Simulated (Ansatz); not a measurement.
# Au: the crystal squeezed far

The task here is to estimate one member of a computed series from the others.

Program: Ansatz 0.2.0. Level of theory: DFT PBE, with the methods named in each step. These are calculated values, not measurements.

**The starting structure**

Symmetry: Im-3m, No. 229, cubic system. The conventional cell has a = 3.299 Å, b = 3.299 Å, c = 3.299 Å, α = 90.00°, β = 90.00°, γ = 90.00°. Around Au (site symmetry m-3m) lie 8 Au at 2.86 Å.

Structure file:

```
CELL_PARAMETERS angstrom
-1.64953 1.64953 1.64953
1.64953 -1.64953 1.64953
1.64953 1.64953 -1.64953
ATOMIC_POSITIONS crystal
Au 0.00000 0.00000 0.00000
```

Whether this phase is the stable one at these pressures isn't tested.

Set-up of the first run:

The input, input.yaml:

```yaml
crystal:
  lattice:
    - [-1.6495254221, 1.6495254221, 1.6495254221]
    - [1.6495254221, -1.6495254221, 1.6495254221]
    - [1.6495254221, 1.6495254221, -1.6495254221]
  atoms:
    - { symbol: Au, position: [0.0, 0.0, 0.0] }
kpoints:
  mp_grid: { grid: [16, 16, 16] }
scf:
  occupations: { method: fermi_dirac, width: 0.08 }
hamiltonian:
  xc: pbe
  pseudopotentials: { kind: paw }
output:
  forces: true
  stress: true
relax:
  f_tol: 0.005
  max_steps: 40
  cell: {}
```

Launch:

```sh
ansatz run input.yaml --threads 1 --pin off --max-ram 2048MiB --backend cpu --events-out ev --progress --plain --runs-dir out
```

Steps of the session up to this table: Cell relaxed at zero pressure, PAW; Volume scaled by 1, PAW; Volume scaled by 1, PAW (core large); Volume scaled by 0.88, PAW; Volume scaled by 0.88, PAW (core large); Volume scaled by 0.78, PAW; Volume scaled by 0.68, PAW; Volume scaled by 0.58, PAW; Volume scaled by 0.5, PAW; Volume scaled by 0.43, PAW.

One table of the session follows, with a row left open; its other results are not shown here.

```
          method  volume over the first  volume (Å³/atom)  pressure (GPa)
             PAW                      1            18.001            0.00
             PAW                   0.88            15.841           25.77
             PAW                   0.78            14.041           70.80
             PAW                   0.68            12.241          160.60
             PAW                   0.58            10.441          347.20
             PAW                    0.5             9.001          649.01
             PAW                   0.43                 ?               ?
PAW (core large)                      1            18.001           -0.07
PAW (core large)                   0.88            15.841           25.62
```

**Question.** Estimate the row for PAW, 0.43.

As computed: volume (Å³/atom): 7.740; pressure (GPa): 1154.33. In the column «volume (Å³/atom)» it is the lowest.

To keep in mind: Warnings in the runs' records: datasets by core.
